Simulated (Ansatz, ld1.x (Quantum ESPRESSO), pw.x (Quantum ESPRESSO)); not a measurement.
## Equation-of-state test of one TM potential (Tc (Z = 43))

- Element: technetium
- Generator: ld1.x (Quantum ESPRESSO) 7.5
- Type: norm-conserving Troullier–Martins (Kleinman–Bylander form)
- Functional: PBE
- Relativity: scalar-relativistic
- Frozen core: [Kr]
- Valence charge: 7
- Reference configuration: 4d5 5s2 5p0
- Partial waves: 5s (bound): rc 2.90 bohr; 4d (bound): rc 2.15 bohr; 5p (bound, empty): rc 3.65 bohr
- Local potential: the p channel
- Core correction: Bessel-smoothed model core inside 1.35 bohr

Atomic tests: cutoffs needed: 40 Ry and 45 Ry (the cutoffs (Ry, on a coarse ladder) from which the occupation-weighted sum of valence levels, in a spherical-Bessel basis at the reference potential, stays within 10 and 1 mRy of its value at 400 Ry); ghost test: no extra level below or beside the all-electron valence levels (s, d, p, f tested) (spherical-Bessel basis up to 400 Ry, 20 bohr box); configuration tests: 1 of 7 tests not solved or not reliable.

Crystal test: fcc Tc in pw.x 7.5, no spin, 15³ k-points, Fermi–Dirac smearing 0.01 Ry, cutoffs 55/220 Ry. The reference is all-electron LAPW (Ansatz 0.2.0) with the same functional, mesh and smearing; V0 and B0 come from Birch–Murnaghan fits to the pressures at five volumes. Errors are pseudo minus all-electron; Δ is the rms difference of the E(V) curves that follow from these fits, minima aligned, over ±6 % about the mean V0. Mesh and smearing are coarse, so the numbers serve the comparison and aren't converged zero-temperature values; the lattice is a test structure that the element need not adopt.

All-electron: a0 = 3.873 Å (V0 = 14.52 Å³/atom), B0 = 295.3 GPa.

**Question.** How far does the potential miss the all-electron equation of state?

**Answer.** mean pressure error (GPa): +43.82. The pressure does not cross zero within the volumes sampled, so no fit is given. The largest radius (3.65 bohr) exceeds half the bond length (2.59 bohr), so the spheres overlap, which is one possible source of error among others. This is a poor potential for the solid. Atomic configuration tests: 1 of 7 tests not solved or not reliable.

```csv
V (Å³/atom),P all-electron (GPa),P pseudo (GPa)
13.816,16.43,69.52
14.179,7.40,55.30
14.543,-0.46,42.84
14.907,-7.31,31.91
15.270,-13.27,22.32
```

**Question.** At the middle volume, how do free energy and pressure move when the wave cutoff is lowered (ecutrho kept at four times it)?

**Answer.**

```
cutoff (Ry)  shift of F (meV/atom)  shift of P (GPa)
         25                +4123.7           -168.30
         33                 +463.2            -33.22
         44                   +6.1             -0.96
```

Input at the middle volume:

```
&control
  calculation='scf', prefix='x', pseudo_dir='./', outdir='./tmp', tstress=.true., disk_io='none'
/
&system
  ibrav=0, nat=1, ntyp=1, ecutwfc=55, ecutrho=220, nbnd=11,
  occupations='smearing', smearing='fd', degauss=0.01
/
&electrons
  conv_thr=1e-09, mixing_beta=0.4, electron_maxstep=70
/
ATOMIC_SPECIES
Tc 1.0 Tc.UPF
CELL_PARAMETERS angstrom
  0.00000000 1.93734962 1.93734962
  1.93734962 0.00000000 1.93734962
  1.93734962 1.93734962 0.00000000
ATOMIC_POSITIONS crystal
Tc 0.0000 0.0000 0.0000
K_POINTS automatic
15 15 15 0 0 0
```

```bash
pw.x < Tc.scf.in > Tc.scf.out
```

Lines of the output:

```
Message from routine setup:
     using ibrav=0 with symmetry is DISCOURAGED, use correct ibrav instead
     lattice parameter (alat)  =       5.1775  a.u.
     unit-cell volume          =      98.1410 (a.u.)^3
     number of electrons       =         7.00
     number of Kohn-Sham states=           11
     kinetic-energy cutoff     =      55.0000  Ry
     charge density cutoff     =     220.0000  Ry
     scf convergence threshold =      1.0E-09
     Exchange-correlation= PBE
     number of k points=   120  Fermi-Dirac smearing, width (Ry)=  0.0100
     iteration #  1     ecut=    55.00 Ry     beta= 0.40
     total energy              =     -43.91228477 Ry
     estimated scf accuracy    <       0.00657773 Ry
     iteration #  2     ecut=    55.00 Ry     beta= 0.40
     total energy              =     -43.91243589 Ry
     estimated scf accuracy    <       0.00098819 Ry
     iteration #  3     ecut=    55.00 Ry     beta= 0.40
     total energy              =     -43.91252304 Ry
     estimated scf accuracy    <       0.00006676 Ry
     iteration #  4     ecut=    55.00 Ry     beta= 0.40
     total energy              =     -43.91252573 Ry
     estimated scf accuracy    <       0.00000035 Ry
     iteration #  5     ecut=    55.00 Ry     beta= 0.40
     total energy              =     -43.91252575 Ry
     estimated scf accuracy    <       0.00000012 Ry
     iteration #  6     ecut=    55.00 Ry     beta= 0.40
     the Fermi energy is    15.8577 ev
!    total energy              =     -43.91252577 Ry
     estimated scf accuracy    <          6.1E-11 Ry
     smearing contrib. (-TS)   =      -0.00448138 Ry
     The total energy is F=E-TS. E is the sum of the following terms:
     one-electron contribution =      13.71365488 Ry
     hartree contribution      =       1.02485636 Ry
     xc contribution           =     -27.96442663 Ry
     ewald contribution        =     -30.68212899 Ry
     convergence has been achieved in   6 iterations
          total   stress  (Ry/bohr**3)                   (kbar)     P=      428.43
     Message from routine punch:
     Nothing written, as per user request (disk_io='none')
```

The run at the middle volume (120 k-points, 6 iterations) took about 5.7 s on one core of a shared host (Neoverse-V2, 96 threads, 742 GiB, load 50).
